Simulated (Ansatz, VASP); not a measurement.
# Two plane-wave programs on LiH

```
CELL_PARAMETERS angstrom
0.00000 2.03675 2.03675
2.03675 0.00000 2.03675
2.03675 2.03675 0.00000
ATOMIC_POSITIONS crystal
Li 0.00000 0.00000 0.00000
H 0.50000 0.50000 0.50000
```

Alike in both runs: functional PBEsol; k mesh 11 × 11 × 11; occupations fermi-dirac, width 0.05 eV; no spin polarisation.

|  | VASP | Ansatz |
| --- | --- | --- |
| version | VASP 6.6.1 | Ansatz 0.2.0 |
| potentials or method | VASP PAW PBE potentials, release 64 (Li_sv, H) | Ansatz PAW |
| plane-wave cutoff (eV) | 520 | 420 |
| valence electrons in the cell | 4 | 4 |
| task | single point | band structure |

```csv
,VASP,Ansatz,Ansatz less VASP
gap on the k mesh at the Fermi level (eV),2.97,2.97,+0.001
least direct gap on the mesh (eV),2.97,2.97,+0.001
```

Caveats: an odd mesh through Γ misses points on the zone boundary, where band edges often lie (VASP); the k mesh misses the band edges, so the gap on the mesh is wider than the one along the path (Ansatz). Expect the measured gap to be larger: semilocal functionals such as PBEsol lack the derivative discontinuity.
